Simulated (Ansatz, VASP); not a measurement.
## Li2S: VASP beside Ansatz

The input INCAR:

```
SYSTEM = Li2S
PREC = Accurate ; ENCUT = 600
EDIFF = 1E-6 ; ISMEAR = 0
SIGMA = 0.02 ; LREAL = .FALSE.
LASPH = .TRUE. ; NELM = 100
ALGO = Normal ; ISIF = 3
LWAVE = .FALSE. ; LCHARG = .FALSE.
GGA = PS ; IBRION = 2
NSW = 100 ; EDIFFG = -0.005
```

The input KPOINTS:

```
regular mesh
0
G
  8 8 8
  0 0 0
```

The input POSCAR:

```
Li2S
1.0
    0.0000000000      2.8445000000      2.8445000000
    2.8445000000      0.0000000000      2.8445000000
    2.8445000000      2.8445000000      0.0000000000
Li S
2 1
Direct
    0.2500000000      0.2500000000      0.2500000000
    0.7500000000      0.7500000000      0.7500000000
    0.0000000000      0.0000000000      0.0000000000
```

Input for Ansatz:

```yaml
crystal:
  lattice:
    - [0.0, 2.8445, 2.8445]
    - [2.8445, 0.0, 2.8445]
    - [2.8445, 2.8445, 0.0]
  atoms:
    - { symbol: Li, position: [0.25, 0.25, 0.25] }
    - { symbol: Li, position: [0.75, 0.75, 0.75] }
    - { symbol: S, position: [0.0, 0.0, 0.0] }
basis:
  ecutwfc: 420
kpoints:
  mp_grid: { grid: [8, 8, 8] }
hamiltonian:
  xc: pbesol
scf:
  occupations: { method: gaussian, width: 0.02 }
output:
  forces: true
  stress: true
  eigenvalues: true
  write_density: true
  write_potential: true
  elf: true
  volumetric_format: npy
relax:
  adjacent_minimum: "off"
  f_tol: 0.005
  max_steps: 80
  cell: { stress_tol: 0.05 }
```

Alike in both runs: task relaxation of cell and atoms; functional PBEsol; k mesh 8 × 8 × 8; occupations gaussian, width 0.02 eV; no spin polarisation.

```csv
,VASP,Ansatz
version,VASP 6.6.1,Ansatz 0.2.0
potentials or method,"VASP PAW PBE potentials, release 64 (Li_sv, S)","scalar-relativistic, plane waves, PAW"
plane-wave cutoff (eV),600,420
valence electrons in the cell,12,12
```

|  | VASP | Ansatz | Ansatz less VASP |
| --- | --- | --- | --- |
| gap on the k mesh at the Fermi level, each at its own relaxed structure (eV) | 3.20 | 3.20 | 0.000 |
| relaxed volume (Å³/atom) | 15.06 | 15.07 | +0.006 |
| relaxed cell length with the largest relative difference (Å) | 3.998 | 3.998 | +0.0005 |

Caveats: the cutoff is under 1.25 times the usual one of these potentials, so pressure, stress and relaxed cells hold a basis-set (Pulay) error (VASP); the PAW data sets were made with another functional, which shifts forces and pressure a little (VASP). A hybrid or GW would open this gap; PBEsol tends to underestimate it. A k mesh can miss the band edges.
